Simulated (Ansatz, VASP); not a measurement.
## ZnO in VASP and in Ansatz

```
Zn O
1.0
     0.00000    2.12067    2.12067
     2.12067    0.00000    2.12067
     2.12067    2.12067    0.00000
Zn O
1 1
Direct
  0.00000 0.00000 0.00000
  0.50000 0.50000 0.50000
```

Alike in both runs: task single point; functional PBE; k mesh 12 × 12 × 12; occupations gaussian, width 0.02 eV; no spin polarisation.

```csv
,VASP,Ansatz
version,VASP 6.6.1,Ansatz 0.2.0
potentials or method,"VASP PAW PBE potentials, release 64 (Zn, O)","scalar-relativistic, plane waves, PAW"
plane-wave cutoff (eV),520,420
valence electrons in the cell,18,18
```

|  | VASP | Ansatz | Ansatz less VASP |
| --- | --- | --- | --- |
| gap on the k mesh at the Fermi level (eV) | 1.00 | 1.04 | +0.034 |
| least direct gap on the mesh (eV) | 2.48 | 2.51 | +0.036 |
| pressure (GPa) | 13.1 | 11.8 | -1.29 |

A k mesh can miss the band edges. As with any semilocal functional, this PBE gap is likely too small.
